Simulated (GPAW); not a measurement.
# BaTiO3 (Barioperovskite) (Amm2) in GPAW: further runs

Runs on BaTiO3 (Barioperovskite). Level: PBE. Tasks: dielectric tensor.

Everything below comes from runs of GPAW 26.7.0. Logs are shortened: lines on timing, memory, paths and dates and some standing lists are left out, and cuts for length are marked. The log counts tension as positive stress, the text compression.

## (1) The structure

The structure is orthorhombic, space group Amm2 (No. 38). The conventional cell has a = 3.904 Å, b = 5.558 Å, c = 5.574 Å, α = 90.00°, β = 90.00°, γ = 90.00°. Around Ba (site symmetry mm2) lie 12 O at 2.72 to 2.86 Å. Ti (site symmetry mm2) is surrounded by 6 O at 1.89 to 2.05 Å. O (site symmetry m) has 2 Ti at 1.89 to 2.05 Å as nearest neighbours. O (site symmetry mm2) has 2 Ti at 1.96 Å as nearest neighbours.

## (2) Dielectric tensor, PBE

Contents of run.py:

```python
import numpy as np
from ase.dft.bandgap import bandgap
from ase.io import read, write
from gpaw import GPAW, PW
from gpaw.response.df import DielectricFunction

atoms = read('POSCAR')

calc = GPAW(mode=PW(600),
            xc='PBE',
            kpts={'size': (6, 6, 6), 'gamma': True},
            occupations={'name': 'fermi-dirac', 'width': 0.001},
            nbands=36,
            convergence={'density': 1e-06},
            maxiter=150,
            txt='gpaw.txt')
atoms.calc = calc
energy = atoms.get_potential_energy()
calc.write('gs.gpw')
write('result.traj', atoms)
print(f'Energy: {energy:.6f} eV')
print('Fermi level:', round(calc.get_fermi_level(), 4), 'eV')
print(f'Gap: {bandgap(calc)[0]:.4f} eV, direct: {bandgap(calc, direct=True)[0]:.4f} eV')

for size in [(7, 7, 7)]:
    name = 'x'.join(str(n) for n in size)
    dense = calc.fixed_density(kpts={'size': size, 'gamma': True},
                               nbands=66, convergence={'bands': 60, 'eigenstates': 1e-7},
                               update_fermi_level=True, txt=f'dense-{name}.txt')
    dense.write(f'{name}.gpw', mode='all')
    df = DielectricFunction(f'{name}.gpw', frequencies=np.array([0.0]), hilbert=False, eta=0.001,
                            ecut=80, nbands=60, intraband=False, txt=f'df-{name}.txt')
    for xc in ['RPA']:
        for direction in ['x', 'y', 'z', [0, 1, 1], [1, 0, 1], [1, 1, 0]]:
            e0, e = df.get_macroscopic_dielectric_constant(xc=xc, direction=direction)
            print(f'{name} {xc} {direction}: {e0:.4f} without, {e:.4f} with local fields')
```

Contents of POSCAR:

```
BaTiO3
1.0
    3.9041404363      0.0000000000      0.0000000000
    0.0000000000      2.7789878318      2.7870694172
    0.0000000000     -2.7789878318      2.7870694172
Ba Ti O
1 1 3
Direct
    0.0000000000      0.0000000000      0.0000000000
    0.5000000000      0.5124000000      0.5124000000
    0.5000000000      0.9918400000      0.5052400000
    0.5000000000      0.5052400000      0.9918400000
    0.0000000000      0.4874000000      0.4874000000
```

Potentials or basis: GPAW PAW data sets (gpaw-data 1.2.1), pw.

Command:

```sh
$ OMP_NUM_THREADS=1 python run.py
```

gpaw.txt:

```text
__  _  _
 | _ |_)|_||  |
 |__||  | ||/\| - 26.7.0

Input parameters:
  mode=PW(ecut=600.0),
  convergence={'density': 1e-06},
  kpts=MonkhorstPack(size=(6, 6, 6), gamma=True),
  maxiter=150,
  nbands=36,
  occupations=Occupations(name='fermi-dirac', width=0.001),
  xc=XC(name='PBE')

Diagonalizing LCAO Hamiltonian
Converting LCAO to pw mode

              O
            O
        O    Ti

        Ba

Atoms  # Å, Bohr magnetons
|   | symbol |        x |         y |        z |    initial magnetic moments |
|---|--------|----------|-----------|----------|-----------------------------|
| 0 |     Ba | 0.000000 |  0.000000 | 0.000000 | ( 0.0000,  0.0000,  0.0000) |
| 1 |     Ti | 1.952070 |  0.000000 | 2.856189 | ( 0.0000,  0.0000,  0.0000) |
| 2 |      O | 1.952070 |  1.352255 | 4.172466 | ( 0.0000,  0.0000,  0.0000) |
| 3 |      O | 1.952070 | -1.352255 | 4.172466 | ( 0.0000,  0.0000,  0.0000) |
| 4 |      O | 0.000000 |  0.000000 | 2.716835 | ( 0.0000,  0.0000,  0.0000) |

Unit cell  # Å
| periodic |        x |         y |        z |  lengths |    angles |
|----------|----------|-----------|----------|----------|-----------|
|      yes | 3.904140 |  0.000000 | 0.000000 | 3.904140 | 89.833620 |
|      yes | 0.000000 |  2.778988 | 2.787069 | 3.935801 | 90.000000 |
|      yes | 0.000000 | -2.778988 | 2.787069 | 3.935801 | 90.000000 |

Number of symmetries: 4
Symmetry operations  # r_c * U_cc + t_c -> r_c
|   | kind |            matrix            |
|---|------|------------------------------|
| 0 |  E   |  1, 0, 0,  0, 1, 0,  0, 0, 1 |
| 1 |  σ   |  1, 0, 0,  0, 0, 1,  0, 1, 0 |
| 2 |  σ   | -1, 0, 0,  0, 1, 0,  0, 0, 1 |
| 3 |  C2  | -1, 0, 0,  0, 0, 1,  0, 1, 0 |

BZ-sampling:
  Number of BZ points: 216
  Number of IBZ points: 52

  Monkhorst-Pack size: [6, 6, 6]
  Monkhorst-Pack shift: [0.08333333333333333, 0.08333333333333333, 0.08333333333333333]

K-points  # in reciprocal-cell coordinates
|     |                                coordinates |     weight |
|-----|--------------------------------------------|------------|
|   0 | (  0.00000000,   0.00000000,   0.00000000) | 0.00462963 |
|   1 | (  0.00000000,   0.16666667,  -0.16666667) | 0.00925926 |
|   2 | (  0.00000000,   0.16666667,   0.00000000) | 0.01851852 |
|   3 | (  0.00000000,   0.16666667,   0.16666667) | 0.00925926 |
|   4 | (  0.00000000,   0.33333333,  -0.33333333) | 0.00925926 |
|   5 | (  0.00000000,   0.33333333,  -0.16666667) | 0.01851852 |
|   6 | (  0.00000000,   0.33333333,   0.00000000) | 0.01851852 |
|   7 | (  0.00000000,   0.33333333,   0.16666667) | 0.01851852 |
|   8 | (  0.00000000,   0.33333333,   0.33333333) | 0.00925926 |
|   9 | (  0.00000000,   0.50000000,   0.00000000) | 0.00925926 |
| ... |                                            |            |
|  51 | (  0.50000000,   0.50000000,   0.50000000) | 0.00462963 |

Plane wave coefficients: 2034
Cutoff: 600.0 eV

Spin-components: 1 (collinear spins)
Bands:           36
Projectors:      27
Spin-degeneracy: 2
Datatype:        complex128

Parallelization:
  kpt:    1
  domain: 1
  band:   1

Density:
  Valence electrons: 40.0
  Components: 1
  Grid points: [24 24 24]
  Charge: 0.0  # |e|

Potential:
  Grid points: [24 24 24]

species:
  Ba:
    name:    Barium
    Z:       56.0
    valence: 10
    core:    46
    charge:  0.0  # [|e|]
    compensation charges:
      type: gauss
      rc: 0.37  # [Å]
      lmax: 2
    cutoffs:
      filter: 2.06  # [Å]
      core: 2.33  # [Å]
    projectors
    | kind |    occ | energy [eV] | rcut [Å] |
    |------|--------|-------------|----------|
    |   5s |  2.000 |     -33.644 |    1.164 |
    |   6s |  2.000 |      -3.229 |    1.164 |
    |   5p |  6.000 |     -18.744 |    1.164 |
    |    p |        |       0.000 |    1.164 |
    |    d |        |       0.000 |    1.164 |
    |    d |        |      27.211 |    1.164 |

    Using partial waves for Ba as LCAO basis

  Ti:
    name:    Titanium
    Z:       22.0
    valence: 12
    core:    10
    charge:  0.0  # [|e|]
    compensation charges:
      type: gauss
      rc: 0.38  # [Å]
      lmax: 2
    cutoffs:
      filter: 2.23  # [Å]
      core: 1.02  # [Å]
    projectors
    | kind |    occ | energy [eV] | rcut [Å] |
    |------|--------|-------------|----------|
    |   3s |  2.000 |     -62.623 |    1.270 |
    |   4s |  2.000 |      -4.466 |    1.270 |
    |   3p |  6.000 |     -38.862 |    1.058 |
    |   4p |  0.000 |      -1.466 |    1.058 |
    |   3d |  2.000 |      -4.258 |    1.058 |
    |    d |        |      22.953 |    1.058 |

    Using partial waves for Ti as LCAO basis

  O:
    name:    Oxygen
    Z:       8.0
    valence: 6
    core:    2
    charge:  0.0  # [|e|]
    compensation charges:
      type: gauss
      rc: 0.21  # [Å]
      lmax: 2
    cutoffs:
      filter: 1.17  # [Å]
      core: 0.83  # [Å]
    projectors
    | kind |    occ | energy [eV] | rcut [Å] |
    |------|--------|-------------|----------|
    |   2s |  2.000 |     -23.961 |    0.688 |
    |   2p |  4.000 |      -9.029 |    0.598 |
    |    s |        |       3.251 |    0.688 |
    |    p |        |      18.182 |    0.598 |
    |    d |        |       0.000 |    0.619 |

    Using partial waves for O as LCAO basis

Reference energy: -250624.413696  # eV

eigensolver:
  PPCG
  Converge bands: occupied
  niter=2

density mixing:
  MSR1-Mixer
  Pratt-step length: 0.05
  Maximum mixing coefficient: 0.75
  Old densities: 10
  SVD Regularization: 0.005
  Good broyden scale: 1.0
  Trust region scale: 1.0
  Backstep threshold: 4.0
  History deletion threshold: 6.0
  Fourier metric: weight=20.0, sigma=0.015

occupation numbers:
  Fermi-Dirac:
    width: 0.0010  # eV

poisson solver:
  ecut: 4800.0  # eV

xc functional:
  name: PBE with 2 nearest neighbor stencil

convergence criteria:
- Maximum integral of absolute [dens]ity change: 1e-06 electrons / valence electron
- Maximum [total energy] change in last 3 cyles: 0.0005 eV / valence electron
- Maximum integral of absolute [eigenst]ate change: 4e-08 eV^2 / valence electron
maximum number of iterations: 150

SCF iterations
|iter     | |      energy | eigst |  dens |
|---------|-|-------------|-------|-------|
|iter:   1| |  -44.223490 | +0.12 |       |
|iter:   2| |  -42.578677 | -1.58 | -0.87 |
|iter:   3| |  -39.173543 | -0.99 | -0.94 |
|iter:   4| |  -39.009881 | -2.25 | -1.49 |
|iter:   5| |  -38.989304 | -2.96 | -1.66 |
|iter:   6| |  -38.994536 | -3.61 | -2.00 |
|iter:   7| |  -38.994802c| -4.81 | -2.83 |
|iter:   8| |  -38.994778c| -5.50 | -3.24 |
|iter:   9| |  -38.994775c| -6.31 | -3.55 |
|iter:  10| |  -38.994776c| -7.58c| -4.06 |
|iter:  11| |  -38.994776c| -8.11c| -5.06 |
|iter:  12| |  -38.994776c| -8.68c| -5.50 |
|iter:  13| |  -38.994776c| -9.82c| -6.23c|

Converged in 13 steps
Energy contributions relative to reference atoms: (reference = -250624.413696)

Energy contributions:
  Kinetic:          59.079410
  Coulomb:         -57.842379
  Zero:              0.552944
  External:          0.000000
  Xc:              -40.784750
  Entropy:          -0.000000
  Spinorbit:         0.000000
  ----------------------------
  Free energy:     -38.994776
  Extrapolated:    -38.994776

dipole moment: (-34.580469, 0.000000, -19.063813)  # |e|*Ang

Fermi level: 9.335
Eigenvalues  # (at kpt = [0.000, 0.000, 0.000])
| band index |      eig [eV] | occ [0-2] |
|------------|---------------|-----------|
|          0 |       -47.860 |     2.000 |
|        ... |               |           |
|         12 |         6.133 |     2.000 |
|         13 |         6.135 |     2.000 |
|         14 |         7.054 |     2.000 |
|         15 |         7.113 |     2.000 |
|         16 |         7.170 |     2.000 |
|         17 |         8.066 |     2.000 |
[... 8 lines left out ...]
|         26 |        13.578 |     0.000 |
|         27 |        16.437 |     0.000 |
|        ... |               |           |
|         35 |        28.076 |     0.000 |

Gap: 2.019 eV
Transition (v -> c):
  (s=0, k=51, n=19, [0.50, 0.50, 0.50]) -> (s=0, k=0, n=20, [0.00, 0.00, 0.00])
Direct/indirect transitions are different
Direct gap: 2.155 eV
Transition at: (s=0, k=0, n=19, [0.00, 0.00, 0.00])
# Writing to gs.gpw (mode='')
```

df-7x7x7.txt:

```text
FrequencyGridDescriptor(from 0.000 to 0.000 eV, 1 points)
FrequencyGridDescriptor(from 0.000 to 0.000 eV, 1 points)

Calculating chi0 body with:
    Ground state adapter containing:
    Number of spins: 1
    Number of kpoints: 343
    Number of irreducible kpoints: 64
    Number of completely occupied states: 20
    Number of partially occupied states: 20

    Linear response parametrization:
    q_c: [0.0, 0.0, 0.0]
    Number of frequency points: 1
    Planewave cutoff: 80.0
    Number of bands: 60
    Number of planewaves: 93
    Broadening (eta): 0.001

Integrating chi0 body.

Symmetries of q_c:
    Direct symmetries (Uq -> q): 4
    Indirect symmetries (TUq -> q): 4
In total 8 allowed symmetries.

Integral kind: response function

Calculating chi0 optical extensions with:
    Ground state adapter containing:
    Number of spins: 1
    Number of kpoints: 343
    Number of irreducible kpoints: 64
    Number of completely occupied states: 20
    Number of partially occupied states: 20

    Linear response parametrization:
    Number of frequency points: 1
    Planewave cutoff: 80.0
    Number of bands: 60
    Number of planewaves: 93
    Broadening (eta): 0.001
Integrating chi0 head and wings.

Symmetries of q_c:
    Direct symmetries (Uq -> q): 4
    Indirect symmetries (TUq -> q): 4
In total 8 allowed symmetries.

Integral kind: response function wings

Finished calculating chi0
```

Run time: 5.3 min. Hardware: 1 thread of Arm Neoverse V1, shared host; peak memory 0.66 GiB.

Results:

```yaml
Free_energy: -38.9948 eV
Band_gap_on_the_k_mesh: 2.02 eV, indirect (least direct gap 2.16 eV)
Electronic_dielectric_tensor_diagonal: 5.84, 5.72, 5.63
```

Electronic dielectric tensor:
```
5.84 0.00 0.00
0.00 5.72 0.00
0.00 0.00 5.63
```

Caveat: the long-wavelength limit can be off by several per cent where d states take part; spin-orbit coupling is left out, which moves the levels of the heavy elements; an odd mesh through Γ misses points on the zone boundary, where band edges often lie.

[end of part 1 of 2]
